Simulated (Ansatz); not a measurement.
HfSi3O8 on the sites of polar orthorhombic HfO2 (relaxed group P2): a single-point calculation in Ansatz 0.2.0 (r2SCAN). Cell and atoms come from a relaxation with r2SCAN.

Input file:
```yaml
crystal:
  lattice:
    - [4.3636755051, -0.1703455089, -3.85836e-05]
    - [-0.1711605093, 4.6994748013, -4.41842e-05]
    - [-3.52726e-05, -4.31421e-05, 5.0965161843]
  atoms:
    - { symbol: Hf, position: [0.2499908746, 0.2043232636, 0.0441297518] }
    - { symbol: Si, position: [0.2500024618, 0.7043313683, 0.4120359316] }
    - { symbol: Si, position: [0.7500099196, 0.2043273496, 0.5864706288] }
    - { symbol: Si, position: [0.7499913668, 0.7043310374, 0.9025320942] }
    - { symbol: O, position: [0.0119222711, 0.3775601797, 0.3812840923] }
    - { symbol: O, position: [0.0123530172, 0.8376731599, 0.1482461191] }
    - { symbol: O, position: [0.496519484, 0.5217447054, 0.6454455697] }
    - { symbol: O, position: [0.5702079966, 1.0073513509, 0.8524439307] }
    - { symbol: O, position: [0.4880775497, 1.0311027562, 0.3812880206] }
    - { symbol: O, position: [0.487636739, 0.5709849803, 0.1482349311] }
    - { symbol: O, position: [0.9298020989, 0.4013285826, 0.8524329653] }
    - { symbol: O, position: [1.003486221, 0.8869412659, 0.6454559649] }
kpoints:
  mp_grid: { grid: [6, 6, 6] }
  band_path:
    path:
      - [0.0, 0.0, 0.0]
      - [0.0, 8.6574e-06, -0.4999999999]
      - [0.0, 0.5000086573, -0.4999999999]
      - [0.0, 0.4999999999, 0.0]
      - [-0.5, 0.4999999999, 8.9984e-06]
      - [-0.5, 0.5000086573, -0.4999910015]
      - [-0.5, 8.6574e-06, -0.4999910015]
      - [-0.5, 0.0, 8.9984e-06]
      - [0.197917, -0.442708, 0.0]
    npoints: 1
hamiltonian:
  xc: r2scan
scf:
  occupations: { method: fixed }
  n_extra_bands: 7
output:
  forces: true
  stress: true
  eigenvalues: true
```

Question: It ran on 1 × NVIDIA H100 80GB HBM3 with 2 threads of AMD EPYC 7R13 Processor (Zen 3) (shared host). About how long did it take, and what peak of host memory did it reach?

Answer: About 51 s, with a peak of 1.1 GiB.

The output, standing remarks left out:
```
Functional definition: r2SCAN
Crystal: 12 atoms, lattice volume = 104.366 Å³
Basis set: ecut = 500 eV, 2669 PW (Γ)
Bands: 50, of which v1, the nominal top of the filled ones, is band 43 counted from 1 (42 counted from 0)
Symmetry: 1 space group operations
Space group: P1 (ITA 1)
k-points: 112 of 216 (time reversal used)
SCF converged after 8 iterations
Free energy (F): -22213.623369 eV
Fermi energy:    11.060640 eV
--- Forces (eV/Å), atoms counted from 1 ---
  atom   1  Hf      0.00001      0.00007      0.00113
  atom   2  Si      0.00005    -0.00001      0.00418
  atom   3  Si    -0.00009      0.00006      0.00223
  atom   4  Si    -0.00004      0.00000    -0.00228
  atom   5  O       0.00026    -0.00050    -0.00083
  atom   6  O     -0.00045      0.00029      0.00023
  atom   7  O     -0.00012    -0.00054    -0.00181
  atom   8  O       0.00033    -0.00244    -0.00015
  atom   9  O     -0.00027      0.00049    -0.00082
  atom  10  O       0.00045    -0.00029      0.00022
  atom  11  O     -0.00031      0.00238    -0.00011
  atom  12  O       0.00017      0.00048    -0.00185
--- Stress (GPa, compression-positive) ---
        0.028440       0.005579       0.000000
        0.005581       0.036351       0.000192
        0.000000       0.000192       0.022584
  P = ⅓ Tr σ = 0.0291 GPa (0.291 kbar)
--- Band table (eV; the first three rows and the last of 112) ---
  k-point 0: bands = […, 9.9314, 9.9456, 10.4729, 10.6116, 10.8831, 11.0606, 16.8232, 17.5262, 17.6995, 17.7951, …]
  k-point 1: bands = […, 9.7468, 9.8379, 10.1258, 10.5804, 10.7998, 10.9720, 16.9281, 17.5142, 17.8165, 17.8777, …]
  k-point 2: bands = […, 9.2306, 9.5922, 9.6721, 10.3960, 10.6576, 10.9274, 17.0130, 17.4203, 17.8384, 18.4384, …]
  k-point 111: bands = […, 9.4313, 9.5268, 9.8015, 9.9949, 10.2563, 10.3279, 16.8804, 17.0376, 17.8245, 19.5564, …]
```

The rows of the band table are 0: (0, 0, 0) = Γ, 1: (0, 0, 1/6), 2: (0, 0, 1/3), 111: (-1/2, -1/2, -1/2) = E.

Levels at the listed points, from bands.tsv (eV from the Fermi energy, bands near the gap, counted from 0):
```tsv
# k_distance	band_38	band_39	band_40	band_41	band_42	band_43	band_44	band_45	band_46
# fermi_ev = 11.060640
# [0, 0, 0] at k_distance = 0.000000
# [0, 0.0000086574, -0.4999999999] at k_distance = 0.616420
# [0, 0.5000086573, -0.4999999999] at k_distance = 1.286380
# [0, 0.4999999999, 0] at k_distance = 1.902800
# [-0.5, 0.4999999999, 0.0000089984] at k_distance = 2.624245
# [-0.5, 0.5000086573, -0.4999910015] at k_distance = 3.240664
# [-0.5, 0.0000086574, -0.4999910015] at k_distance = 3.910625
# [-0.5, 0, 0.0000089984] at k_distance = 4.527044
# [0.197917, -0.442708, 0] at k_distance = 5.656619
# levels_relative_to = fermi_ev
0.000	-1.115	-0.588	-0.449	-0.178	0.000	5.763	6.466	6.639	6.734
0.616	-1.745	-1.475	-0.775	-0.444	-0.140	5.962	6.313	6.781	7.733
1.286	-1.399	-1.011	-0.981	-0.732	-0.467	6.059	6.268	6.310	8.473
1.903	-1.016	-0.725	-0.558	-0.521	-0.452	5.738	5.746	6.640	8.330
2.624	-1.417	-0.886	-0.845	-0.587	-0.387	5.835	6.250	6.552	7.874
3.241	-1.534	-1.259	-1.066	-0.804	-0.733	5.820	5.977	6.764	8.496
3.911	-1.647	-1.087	-0.942	-0.788	-0.558	6.072	6.302	6.552	8.324
4.527	-1.624	-0.637	-0.534	-0.308	-0.257	5.779	6.579	6.601	7.790
5.657	-0.984	-0.905	-0.609	-0.526	-0.369	5.418	6.321	6.606	7.991
```
In order the rows are Γ, Z, D, B, A, E, C₂, Y₂, (0.198, -0.443, 0).

r2SCAN gives an indirect gap of 5.42 eV, from Γ to k = (0.198, -0.443, 0); the least direct gap is 5.75 eV at k = (1/6, -1/3, 0). The mean stress is close to zero (0.03 GPa).

The cell comes from a prototype generator: it can be a known phase or a hypothetical one. Spin polarisation is off.

Spin-orbit coupling is left out, which matters wherever the heavy atoms make up the band edges.
